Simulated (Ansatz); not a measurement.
**BaTiO3: stress in a strained cell**

Aim: deform BaTiO3 (equal xy, yz and zx engineering shear strains of -1 %) and compute stress, forces and field gradients with LAPW, PAW and all-electron datasets made for the crystal.

Program: Ansatz 0.2.0. Level of theory: DFT PBEsol, scalar-relativistic. These are calculated values, not measurements.

## Step 1: The structure to begin with

Symmetry: P4mm, No. 99, tetragonal system. Conventional cell: a = 4.000 Å, b = 4.000 Å, c = 4.018 Å, α = 90.00°, β = 90.00°, γ = 90.00°. Ba (site symmetry 4mm) is surrounded by 12 O at 2.79 to 2.88 Å. Around Ti (site symmetry 4mm) lie 6 O at 1.87 to 2.15 Å. O (site symmetry 4mm) has 2 Ti at 1.87 to 2.15 Å as nearest neighbours. O (site symmetry 2mm) has 2 Ti at 2.00 Å and 4 Ba at 2.79 to 2.88 Å as nearest neighbours.

Structure file:

```
CELL_PARAMETERS angstrom
3.99980 0.00000 0.00000
0.00000 3.99980 0.00000
0.00000 0.00000 4.01800
ATOMIC_POSITIONS crystal
Ba 0.00000 0.00000 0.00000
Ti 0.50000 0.50000 0.48200
O 0.50000 0.50000 0.01600
O 0.50000 0.00000 0.51500
O 0.00000 0.50000 0.51500
```

Atoms are numbered in the order of the input: Ba1, Ti2, O3, O4, O5.

## Step 2: After the deformation

Space group P4mm before, Cm after.

## Step 3: LAPW, all electrons

The input, input.yaml:

```yaml
crystal:
  lattice:
    - [3.9998, -0.019999, -0.019999]
    - [-0.019999, 3.9998, -0.019999]
    - [-0.02009, -0.02009, 4.018]
  atoms:
    - { symbol: Ba, position: [0.0, 0.0, 0.0] }
    - { symbol: Ti, position: [0.5, 0.5, 0.482] }
    - { symbol: O, position: [0.5, 0.5, 0.016] }
    - { symbol: O, position: [0.5, 0.0, 0.515] }
    - { symbol: O, position: [0.0, 0.5, 0.515] }
kpoints:
  mp_grid: { grid: [7, 7, 7] }
  band_path:
    path:
      - [0.0, 0.0, 0.0]
      - [-0.5, 0.5, 0.0]
      - [-0.5, 0.5, 0.5]
      - [0.0, 0.0, 0.5]
      - [0.0, 0.0, 0.0]
      - [-0.5, 0.0, 0.5]
      - [0.0, 0.0, 0.0]
      - [-0.5, 0.0, 0.0]
    npoints: 5
scf:
  occupations: { method: fermi_dirac, width: 0.08 }
hamiltonian:
  xc: pbesol
  pseudopotentials: { kind: all_electron, lapw: { basis_error: 0.001 } }
output:
  forces: true
  stress: true
  eigenvalues: true
```

Launch:

```
$ ansatz run input.yaml --threads 2 --pin off --max-ram 8192MiB --backend cpu --events-out ev --progress --plain --runs-dir out
```

## Step 4: PAW on the default files

The input, input.yaml:

```yaml
crystal:
  lattice:
    - [3.9998, -0.019999, -0.019999]
    - [-0.019999, 3.9998, -0.019999]
    - [-0.02009, -0.02009, 4.018]
  atoms:
    - { symbol: Ba, position: [0.0, 0.0, 0.0] }
    - { symbol: Ti, position: [0.5, 0.5, 0.482] }
    - { symbol: O, position: [0.5, 0.5, 0.016] }
    - { symbol: O, position: [0.5, 0.0, 0.515] }
    - { symbol: O, position: [0.0, 0.5, 0.515] }
kpoints:
  mp_grid: { grid: [7, 7, 7] }
scf:
  occupations: { method: fermi_dirac, width: 0.08 }
hamiltonian:
  xc: pbesol
  pseudopotentials: { kind: paw }
output:
  forces: true
  stress: true
  eigenvalues: true
  efg: { contact_densities: true }
```

## Step 5: All-electron PAW on datasets made for the crystal

Changes to input.yaml since step 4:

```diff
@@ -17,3 +17,3 @@
   xc: pbesol
-  pseudopotentials: { kind: paw }
+  pseudopotentials: { kind: all_electron, datasets: crystal }
 output:
```

(Steps that only read results are left out.)

What does the calculation give? Wanted: pressure; largest shear or deviatoric stress.

The runs gave:

| quantity | value |
| --- | --- |
| pressure | LAPW -3.57, PAW -3.58, crystal datasets -3.57 GPa |
| largest shear or deviatoric stress (LAPW) | 1.21 GPa |

In words: The largest part of the stress beyond the pressure is 1.21 GPa in size, in the xy component; the atoms are carried along and not relaxed. No run of the undeformed cell stands beside it, so the pressure holds what the given cell had before the change. PAW: stress within 0.01 GPa of LAPW, forces within 7 meV/Å. Crystal datasets: stress within 0.01 GPa of LAPW, forces within 1 meV/Å. Spin-orbit coupling is left out, though the cell holds Ba; in elements this heavy it can shift bands and gaps by tenths of an eV.
